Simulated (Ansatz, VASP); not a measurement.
**Two plane-wave programs on Ba2S3**

```xyz
5
Lattice="-2.2667 3.7580 4.6955 4.5334 0.0000 0.0000 2.2667 3.7580 -4.6955" Properties=species:S:1:pos:R:3 pbc="T T T"
S     0.0000    0.0000    0.0000
S     2.2667    5.2853    0.0000
S     2.2667    2.2308    0.0000
Ba    0.0000    3.7580    2.1083
Ba    4.5334    3.7580   -2.1083
```

Alike in both runs: task single point; functional PBE; k mesh 8 × 8 × 8; no spin polarisation.

```csv
,VASP,Ansatz
version,VASP 6.6.1,Ansatz 0.2.0
potentials or method,"VASP PAW PBE potentials, release 64 (S, Ba_sv)",PAW plane waves
plane-wave cutoff (eV),520,420
occupations,"fermi-dirac, width 0.1 eV",fermi-dirac
valence electrons in the cell,38,38
```

```csv
,VASP,Ansatz,Ansatz less VASP
pressure (GPa),-4.2,-4.5,-0.36
largest component of the traceless stress (GPa),6.30,6.36,+0.061
rms of the force components (eV/Å),0.242,0.245,+0.0031
```

Atom by atom the forces differ by 0.004 eV/Å (rms over components).

Spin-orbit coupling is left out, which matters for the levels of Ba.
